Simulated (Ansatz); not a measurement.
**TaN: response to strain**

Aim: deform TaN (equal xy, yz and zx engineering shear strains of +3 %) and compute stress, forces and field gradients with LAPW, PAW and all-electron datasets made for the crystal.

Program: Ansatz 0.2.0. Level of theory: DFT LDA, scalar-relativistic. These are calculated values, not measurements.

**1. The structure to begin with**

Symmetry: P6/mmm, No. 191, hexagonal system. The conventional cell has a = 5.185 Å, b = 5.185 Å, c = 2.908 Å, α = 90.00°, β = 90.00°, γ = 120.00°. Around Ta (site symmetry 6/mmm) lie 6 N at 2.59 Å and 2 Ta at 2.91 Å. Around Ta (site symmetry -6m2) lie 6 N at 2.09 Å. Around N (site symmetry mmm) lie 6 Ta at 2.09 to 2.59 Å.

Structure file:

```
CELL_PARAMETERS angstrom
5.18500 0.00000 0.00000
-2.59250 4.49034 0.00000
0.00000 0.00000 2.90800
ATOMIC_POSITIONS crystal
Ta 0.00000 0.00000 0.00000
Ta 0.33333 0.66667 0.50000
Ta 0.66667 0.33333 0.50000
N 0.50000 0.00000 0.00000
N 0.50000 0.50000 0.00000
N 0.00000 0.50000 0.00000
```

Atoms are numbered in the order of the input: Ta1, Ta2, Ta3, N4, N5, N6.

**2. After the deformation**

Space group P6/mmm before, P-1 after.

**3. LAPW, all electrons**

File input.yaml:

```yaml
crystal:
  lattice:
    - [5.1849992558, 0.0777749888, 0.0777749888]
    - [-2.5251445118, 4.4514535797, 0.0284676217]
    - [0.04362, 0.04362, 2.908]
  atoms:
    - { symbol: Ta, position: [0.0, 0.0, 0.0] }
    - { symbol: Ta, position: [0.3333333333, 0.6666666667, 0.5] }
    - { symbol: Ta, position: [0.6666666667, 0.3333333333, 0.5] }
    - { symbol: "N", position: [0.5, 0.0, 0.0] }
    - { symbol: "N", position: [0.5, 0.5, 0.0] }
    - { symbol: "N", position: [0.0, 0.5, 0.0] }
kpoints:
  mp_grid: { grid: [5, 5, 8] }
  band_path:
    path:
      - [0.0, 0.0, 0.0]
      - [0.0, -0.5, 0.0]
      - [0.0, 0.0, 0.5]
      - [0.0, 0.0, 0.0]
      - [-0.5, 0.0, 0.0]
      - [-0.5, 0.5, -0.5]
      - [0.0, 0.0, 0.0]
      - [-0.5, 0.0, -0.5]
      - [-0.5, 0.5, 0.0]
    npoints: 5
scf:
  occupations: { method: fermi_dirac, width: 0.03 }
hamiltonian:
  xc: lda
  pseudopotentials: { kind: all_electron, lapw: { basis_error: 0.0005 } }
output:
  forces: true
  stress: true
  eigenvalues: true
```

Run with:

```sh
ansatz run input.yaml --threads 2 --pin off --max-ram 8192MiB --backend cpu --events-out ev --progress --plain --runs-dir out
```

**4. PAW on the default files**

input.yaml, as its differences from that of step 3:

```diff
@@ -14,14 +14,2 @@
   mp_grid: { grid: [5, 5, 8] }
-  band_path:
-    path:
-      - [0.0, 0.0, 0.0]
-      - [0.0, -0.5, 0.0]
-      - [0.0, 0.0, 0.5]
-      - [0.0, 0.0, 0.0]
-      - [-0.5, 0.0, 0.0]
-      - [-0.5, 0.5, -0.5]
-      - [0.0, 0.0, 0.0]
-      - [-0.5, 0.0, -0.5]
-      - [-0.5, 0.5, 0.0]
-    npoints: 5
 scf:
@@ -30,3 +18,3 @@
   xc: lda
-  pseudopotentials: { kind: all_electron, lapw: { basis_error: 0.0005 } }
+  pseudopotentials: { kind: paw }
 output:
@@ -35 +23,6 @@
   eigenvalues: true
+  efg: { contact_densities: true }
+  write_density: true
+  write_potential: true
+  elf: true
+  volumetric_format: npy
```

**5. Datasets made for this crystal**

input.yaml, as its differences from that of step 4:

```diff
@@ -18,3 +18,3 @@
   xc: lda
-  pseudopotentials: { kind: paw }
+  pseudopotentials: { kind: all_electron, datasets: crystal }
 output:
@@ -24,5 +24 @@
   efg: { contact_densities: true }
-  write_density: true
-  write_potential: true
-  elf: true
-  volumetric_format: npy
```

(Steps that only read results are left out.)

What does the calculation give? Wanted: pressure; largest shear or deviatoric stress.

The runs gave:

| quantity | value |
| --- | --- |
| pressure | LAPW -3.92, PAW -3.86, crystal datasets -3.92 GPa |
| largest shear or deviatoric stress (LAPW) | 5.85 GPa |

**Reading.** The largest part of the stress beyond the pressure is 5.85 GPa in size; the atoms are carried along and not relaxed. No run of the undeformed cell stands beside it, so the pressure holds what the given cell had before the change. PAW: stress within 0.13 GPa of LAPW, forces within 2 meV/Å. Crystal datasets: stress within 0.01 GPa of LAPW, forces within 1 meV/Å. Spin-orbit coupling is left out, though the cell holds Ta; in elements this heavy it can shift bands and gaps by tenths of an eV.
